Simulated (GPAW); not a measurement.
The system is KBr.

```
Br K
1.0
     0.00000    3.30000    3.30000
     3.30000    0.00000    3.30000
     3.30000    3.30000    0.00000
Br K
1 1
Direct
  0.50000 0.50000 0.50000
  0.00000 0.00000 0.00000
```

```yaml
Program: GPAW 26.7.0
Task: single point
Functional: PBEsol
Potentials_or_basis: PAW data sets generated in the run's folder for this functional
Cutoff: 600 eV
Basis: pw
k_mesh: 7 × 7 × 7
Occupations: fermi-dirac, width 0.05 eV
Spin: no spin polarisation
```

On this cell: pressure -0.3 GPa; largest force zero by symmetry; band gap on the k mesh 4.29 eV, direct.

The same run follows on a disturbed copy (atoms moved at random, drawn with an rms of 0.05 Å):

```
CELL_PARAMETERS angstrom
0.00000 3.30000 3.30000
3.30000 0.00000 3.30000
3.30000 3.30000 0.00000
ATOMIC_POSITIONS crystal
Br 0.49814 0.50499 0.50480
K 0.99673 0.01319 0.99466
```

Question: What changes?

Answer: The energy moves by +0.5 meV/atom; pressure -0.3 GPa; largest force 0.048 eV/Å; band gap on the k mesh 4.29 eV, direct.

Forces in eV/Å, atoms in the order of the input:
```
Br  -0.007 -0.041  0.024
K    0.007  0.041 -0.024
```

